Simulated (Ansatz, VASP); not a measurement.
## Ti: VASP beside Ansatz

File POSCAR:

```
Ti
1.0
   -1.5852474989      1.5852474989      1.5852474989
    1.5852474989     -1.5852474989      1.5852474989
    1.5852474989      1.5852474989     -1.5852474989
Ti
1
Direct
    0.0000000000      0.0000000000      0.0000000000
```

The input INCAR.step1:

```
PREC     = Accurate       # precision mode
ENCUT    = 520            # plane-wave cutoff, eV
ISMEAR   = 0              # smearing method
SIGMA    = 0.15           # smearing width, eV
LREAL    = False          # projectors in reciprocal space
LASPH    = True           # aspherical terms in the spheres
NELM     = 80             # most SCF steps
NBANDS   = 12             # bands
GGA      = PE             # functional
ALGO     = Normal         # electronic algorithm
EDIFF    = 1E-4           # SCF threshold, eV
LWAVE    = True           # write WAVECAR
LCHARG   = False          # write CHGCAR
```

INCAR.step2

```
PREC     = Accurate       # precision mode
ENCUT    = 520            # plane-wave cutoff, eV
EDIFF    = 1E-6           # SCF threshold, eV
ISMEAR   = 0              # smearing method
SIGMA    = 0.15           # smearing width, eV
LREAL    = False          # projectors in reciprocal space
LASPH    = True           # aspherical terms in the spheres
NELM     = 80             # most SCF steps
ALGO     = Normal         # electronic algorithm
ISIF     = 2              # what is computed and relaxed
LWAVE    = False          # write WAVECAR
LCHARG   = False          # write CHGCAR
METAGGA  = R2SCAN         # meta-GGA
LMIXTAU  = True         
NBANDS   = 12             # bands
ISTART   = 1
```

File KPOINTS:

```
regular mesh
0
Gamma
  26 26 26
```

Input for Ansatz:

```yaml
crystal:
  lattice:
    - [-1.5852474989, 1.5852474989, 1.5852474989]
    - [1.5852474989, -1.5852474989, 1.5852474989]
    - [1.5852474989, 1.5852474989, -1.5852474989]
  atoms:
    - { symbol: Ti, position: [0.0, 0.0, 0.0] }
basis:
  ecutwfc: 500
kpoints:
  mp_grid: { grid: [26, 26, 26] }
hamiltonian:
  xc: r2scan
scf:
  occupations: { method: gaussian, width: 0.15 }
output:
  forces: true
  stress: true
  eigenvalues: true
```

Change from the starting cell: strain -0.025 along x and y, -0.025 along z, atoms carried along.

Alike in both runs: task single point; functional r2SCAN; k mesh 26 × 26 × 26; occupations gaussian, width 0.15 eV; no spin polarisation.

|  | VASP | Ansatz |
| --- | --- | --- |
| version | VASP 6.6.1 | Ansatz 0.2.0 |
| potentials or method | VASP PAW PBE potentials, release 64 (Ti_sv) | scalar-relativistic, plane waves, PAW |
| plane-wave cutoff (eV) | 520 | 500 |
| valence electrons in the cell | 12 | 12 |

Ansatz gave:

```
gap on the k mesh at the Fermi level (eV) : none
pressure (GPa)                            : 9.7
```

Question: What did VASP give for the same quantities?

Answer: gap on the k mesh at the Fermi level (eV): none; pressure (GPa): 10.1.

A gap of «none» marks a metal or a gap that the smearing closes.

Caveats: the PAW data sets were made with another functional, which shifts forces and pressure a little (VASP).
